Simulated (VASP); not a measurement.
# Fe3Ge2 (P-6m2) in VASP: single point with r2SCAN

Aim: the single point of Fe3Ge2 with r2SCAN.

Everything below comes from runs of VASP 6.6.1. Logs are shortened: lines on timing, memory, paths and dates and some standing lists are left out, and cuts for length are marked.

## 1. Starting point

The structure is hexagonal, space group P-6m2 (No. 187). The conventional cell has a = 4.005 Å, b = 4.005 Å, c = 4.918 Å, α = 90.00°, β = 90.00°, γ = 120.00°. Fe (site symmetry 3m) has 5 Fe at 2.41 to 2.63 Å and 6 Ge at 2.61 to 2.63 Å as nearest neighbours. Fe (site symmetry -6m2) has 5 Ge at 2.31 to 2.46 Å and 6 Fe at 2.63 Å as nearest neighbours. Ge (site symmetry -6m2) is surrounded by 8 Fe at 2.46 to 2.61 Å. Ge (site symmetry -6m2) is surrounded by 9 Fe at 2.31 to 2.63 Å.

The cell comes from a database or a generator and needn't be the stable form of this composition.

## 2. Single point, r2SCAN, collinear spin, typed start

Input file POSCAR:

```
Fe3Ge2
1.0
    4.0052739713      0.0000000000      0.0000000000
   -2.0026369857      3.4686690083      0.0000000000
    0.0000000000      0.0000000000      4.9183310000
Fe Ge
3 2
Direct
    0.0000000000      0.0000000000      0.7454000000
    0.0000000000      0.0000000000      0.2546000000
    0.6666666700      0.3333333300      0.0000000000
    0.6666666700      0.3333333300      0.5000000000
    0.3333333300      0.6666666700      0.0000000000
```

Input file INCAR.step1:

```
PREC = Accurate
ENCUT = 520
ISMEAR = 0
SIGMA = 0.1
LREAL = False
LASPH = True
NELM = 150
ISPIN = 2
MAGMOM = 4 4 4 0 0
LMAXMIX = 4
NBANDS = 38
GGA = PE
ALGO = Normal
EDIFF = 1E-4
LWAVE = True
LCHARG = False
```

Input file INCAR.step2:

```
PREC = Accurate
ENCUT = 520
EDIFF = 1E-6
ISMEAR = 0
SIGMA = 0.1
LREAL = False
LASPH = True
NELM = 150
ALGO = Normal
ISIF = 2
LWAVE = False
LCHARG = False
ISPIN = 2
MAGMOM = 4 4 4 0 0
LORBIT = 11
LMAXMIX = 4
METAGGA = R2SCAN
LMIXTAU = True
NBANDS = 38
ISTART = 1
```

Input file KPOINTS:

```
regular mesh
0
Gamma
  6 6 4
```

Potentials or basis: VASP PAW PBE potentials, release 64 (Fe, Ge_d).

The run is started by

```sh
$ cat potpaw_PBE.64/Fe/POTCAR potpaw_PBE.64/Ge_d/POTCAR > POTCAR
$ cp INCAR.step1 INCAR
$ mpirun -np 1 vasp_std > vasp.out
$ cp INCAR.step2 INCAR
$ mpirun -np 1 vasp_std > vasp.out
```

OUTCAR:

```text
PREC = Accurate
   ENCUT = 520
   EDIFF = 1E-6
   ISMEAR = 0
   LREAL = False
   LASPH = True
   NELM = 150
   ISIF = 2
   ISPIN = 2
   LORBIT = 11
   METAGGA = R2SCAN
   ISTART = 1

 ion  position               nearest neighbor table
   1  0.000  0.000  0.745-   2 2.41   2 2.50   4 2.61   4 2.61   4 2.61   5 2.63   3 2.63   3 2.63
                             5 2.63   5 2.63   3 2.63
   2  0.000  0.000  0.255-   1 2.41   1 2.50   4 2.61   4 2.61   4 2.61   3 2.63   5 2.63   3 2.63
                             5 2.63   5 2.63   3 2.63
   3  0.667  0.333  0.000-   5 2.31   5 2.31   5 2.31   4 2.46   4 2.46   1 2.63   2 2.63   1 2.63
                             2 2.63   1 2.63   2 2.63
   4  0.667  0.333  0.500-   3 2.46   3 2.46   1 2.61   2 2.61   1 2.61   2 2.61   1 2.61   2 2.61

   5  0.333  0.667  0.000-   3 2.31   3 2.31   3 2.31   1 2.63   2 2.63   2 2.63   1 2.63   2 2.63
                             1 2.63

  LATTYP: Found a hexagonal cell.
 ALAT       =     4.0052739713
 C/A-ratio  =     1.2279636887

  Lattice vectors:

 A1 = (   4.0052739713,   0.0000000000,   0.0000000000)
 A2 = (  -2.0026369857,   3.4686690083,   0.0000000000)
 A3 = (   0.0000000000,   0.0000000000,   4.9183310000)

Analysis of symmetry for initial positions (statically):
=====================================================================
 Subroutine PRICEL returns:
 Original cell was already a primitive cell.

 Routine SETGRP: Setting up the symmetry group for a
 hexagonal supercell.

 Subroutine GETGRP returns: Found 12 space group operations
 (whereof 12 operations were pure point group operations)
 out of a pool of 24 trial point group operations.

The static configuration has the point symmetry D_3h.

Analysis of symmetry for dynamics (positions and initial velocities):
=====================================================================
 Subroutine PRICEL returns:
 Original cell was already a primitive cell.

 Routine SETGRP: Setting up the symmetry group for a
 hexagonal supercell.

 Subroutine GETGRP returns: Found 12 space group operations
 (whereof 12 operations were pure point group operations)
 out of a pool of 24 trial point group operations.

The dynamic configuration has the point symmetry D_3h.

Analysis of structural, dynamic, and magnetic symmetry:
=====================================================================
 Subroutine PRICEL returns:
[... 140 lines left out ...]
   LEPSILON=     F    determine dielectric tensor
   LRPA    =     F    only Hartree local field effects (RPA)
 spin polarized calculation
 Gauss-broadening in eV      SIGMA  =   0.10
  energy-cutoff  :      520.00
  volume of cell :       68.33
 maximum number of plane-waves:      1873
 NGX is ok and might be reduce to    30
   NGX = 15   NGY = 15   NGZ = 19

 number of electron      52.0000030 magnetization       6.9223529

 Free energy of the ion-electron system (eV)
  ---------------------------------------------------
  ext. energy  EPLUGINS =         0.00000000
  ---------------------------------------------------
  free energy    TOTEN  =       -70.74415770 eV

  energy without entropy =      -70.73257461  energy(sigma->0) =      -70.73836615

 E-fermi :   6.9012     XC(G=0): -13.4478

 val. band max:        6.8426023001   @ k =   0.5000   0.0000   0.5000
 cond. band min:       6.9170171346   @ k =   0.3333   0.1667   0.5000
 fundamental gap:      0.0744148345
 Fermi energy:         6.9012160136

 spin component 1

 k-point     1 :       0.0000    0.0000    0.0000
  band No.  band energies     occupation
      1     -18.6077      1.00000
      2     -18.5712      1.00000
      3     -18.5711      1.00000
      4     -18.5071      1.00000
      5     -18.5070      1.00000
      6     -18.2031      1.00000
[... 850 lines left out ...]
     37      15.8414      0.00000
     38      17.3754      0.00000
 Fermi energy:         6.9012160136

 spin component 2

 k-point     1 :       0.0000    0.0000    0.0000
  band No.  band energies     occupation
      1     -18.6273      1.00000
      2     -18.5923      1.00000
      3     -18.5922      1.00000
      4     -18.5250      1.00000
      5     -18.5249      1.00000
      6     -18.2222      1.00000
[... 850 lines left out ...]
     37      16.8514      0.00000
     38      18.0180      0.00000

------------------------ aborting loop because EDIFF is reached ----------------------------------------

  FORCE on cell =-STRESS in cart. coord.  units (eV):
  Direction    XX          YY          ZZ          XY          YZ          ZX
  --------------------------------------------------------------------------------------
  -------------------------------------------------------------------------------------
  Total        0.1906008      0.1906008      0.5815653     -0.0000000      0.0000000     -0.0000000
  in kB        4.4691256      4.4691256     13.6362889     -0.0000000      0.0000000     -0.0000000
  external PRESSURE =       7.5248467 kB  Pullay stress =       0.0000000 kB

 VOLUME and BASIS-vectors are now :
 -----------------------------------------------------------------------------
  energy-cutoff  :      520.00
  volume of cell :       68.33
      direct lattice vectors                 reciprocal lattice vectors
     4.005273971  0.000000000  0.000000000     0.249670811  0.144147510  0.000000000
    -2.002636986  3.468669008  0.000000000     0.000000000  0.288295020  0.000000000
     0.000000000  0.000000000  4.918331000     0.000000000  0.000000000  0.203321005

 POSITION                                       TOTAL-FORCE (eV/Angst)
 -----------------------------------------------------------------------------------
      0.00000      0.00000      3.66612        -0.000000      0.000000     -0.081790
      0.00000      0.00000      1.25221        -0.000000      0.000000      0.081790
      2.00264      1.15622      0.00000        -0.000000      0.000000      0.000000
      2.00264      1.15622      2.45917         0.000000     -0.000000      0.000000
     -0.00000      2.31245      0.00000        -0.000000      0.000000      0.000000
 -----------------------------------------------------------------------------------
    total drift:                               -0.000022      0.000013     -0.000000

  FREE ENERGIE OF THE ION-ELECTRON SYSTEM (eV)
  ---------------------------------------------------
  free  energy   TOTEN  =       -70.7441576981 eV

  energy  without entropy=      -70.7325746061  energy(sigma->0) =      -70.73836615

 total charge

# of ion       s       p       d       tot
------------------------------------------
    1        0.423   0.505   6.228   7.156
    2        0.423   0.505   6.228   7.156
    3        0.463   0.645   6.432   7.539
    4        1.087   1.259  10.059  12.405
    5        1.113   1.321  10.100  12.534
--------------------------------------------------
tot          3.509   4.235  39.046  46.790

 magnetization (x)

# of ion       s       p       d       tot
------------------------------------------
    1        0.014   0.001   2.685   2.700
    2        0.014   0.001   2.685   2.700
    3        0.008  -0.021   2.025   2.013
    4       -0.008  -0.172  -0.007  -0.187
    5       -0.004  -0.140   0.002  -0.142
--------------------------------------------------
tot          0.025  -0.331   7.390   7.084
```

OUTCAR.step1:

```text
PREC = Accurate
   ENCUT = 520
   ISMEAR = 0
   LREAL = False
   LASPH = True
[... 1977 lines left out ...]
      0.00000      0.00000      1.25221         0.000000     -0.000000     -0.087535
      2.00264      1.15622      0.00000         0.000000     -0.000000      0.000000
      2.00264      1.15622      2.45917        -0.000000      0.000000      0.000000
     -0.00000      2.31245      0.00000         0.000000     -0.000000      0.000000
 -----------------------------------------------------------------------------------
    total drift:                               -0.000000      0.000000     -0.000000

  FREE ENERGIE OF THE ION-ELECTRON SYSTEM (eV)
  ---------------------------------------------------
  free  energy   TOTEN  =       -34.1485658004 eV

  energy  without entropy=      -34.1330629043  energy(sigma->0) =      -34.14081435
```

OSZICAR.step1:

```text
N       E                     dE             d eps       ncg     rms          rms(c)
DAV:   1     0.485773589732E+03    0.48577E+03   -0.22538E+04  3780   0.334E+03
DAV:   2     0.484578661131E+02   -0.43732E+03   -0.41086E+03  3192   0.710E+02
DAV:   3    -0.319965492571E+02   -0.80454E+02   -0.76715E+02  3288   0.200E+02
DAV:   4    -0.366311302451E+02   -0.46346E+01   -0.46110E+01  3730   0.587E+01
DAV:   5    -0.367147251857E+02   -0.83595E-01   -0.83582E-01  3578   0.790E+00    0.229E+01
DAV:   6    -0.407621898604E+02   -0.40475E+01   -0.38537E+01  3730   0.768E+01    0.379E+01
DAV:   7    -0.395767782754E+02    0.11854E+01   -0.43677E+01  3616   0.834E+01    0.292E+01
DAV:   8    -0.340924327966E+02    0.54843E+01   -0.95158E+00  3822   0.519E+01    0.498E+00
DAV:   9    -0.341890461212E+02   -0.96613E-01   -0.15068E+00  3632   0.887E+00    0.241E+00
DAV:  10    -0.341436844150E+02    0.45362E-01   -0.14092E-01  4126   0.372E+00    0.129E+00
DAV:  11    -0.341485523911E+02   -0.48680E-02   -0.27093E-02  3914   0.147E+00    0.410E-01
DAV:  12    -0.341490073881E+02   -0.45500E-03   -0.41280E-03  4060   0.665E-01    0.390E-01
DAV:  13    -0.341486015294E+02    0.40586E-03   -0.96943E-04  3534   0.399E-01    0.150E-01
DAV:  14    -0.341485658004E+02    0.35729E-04   -0.47424E-04  2936   0.281E-01
   1 F= -.34148566E+02 E0= -.34140814E+02  d E =-.155029E-01  mag=     5.6722
```

Wall time 3.7 min (1 thread of Intel Xeon 6975P-C (Granite Rapids), shared host); peak memory 0.27 GiB.

Results:

```
Free energy                                           : -70.7442 eV
Pressure                                              : 0.8 GPa
Largest force                                         : 0.082 eV/Å
Band gap on the k mesh                                : none (metal or under the smearing width)
Net moment                                            : 6.92 μB per cell
Site moments                                          : Fe +2.70, +2.01; Ge -0.19, -0.14 μB
Valence electrons inside the program's atomic spheres : Fe 7.16, 7.54; Ge 12.40, 12.53
```

Forces on the atoms (eV/Å):
```
Fe   0.000  0.000 -0.082
Fe   0.000  0.000  0.082
Fe   0.000  0.000  0.000
Ge   0.000  0.000  0.000
Ge   0.000  0.000  0.000
```

Stress tensor (GPa, compression positive):
```
0.45 0.00 0.00
0.00 0.45 0.00
0.00 0.00 1.36
```

Caveat: the PAW data sets were made with another functional, which shifts forces and pressure a little.
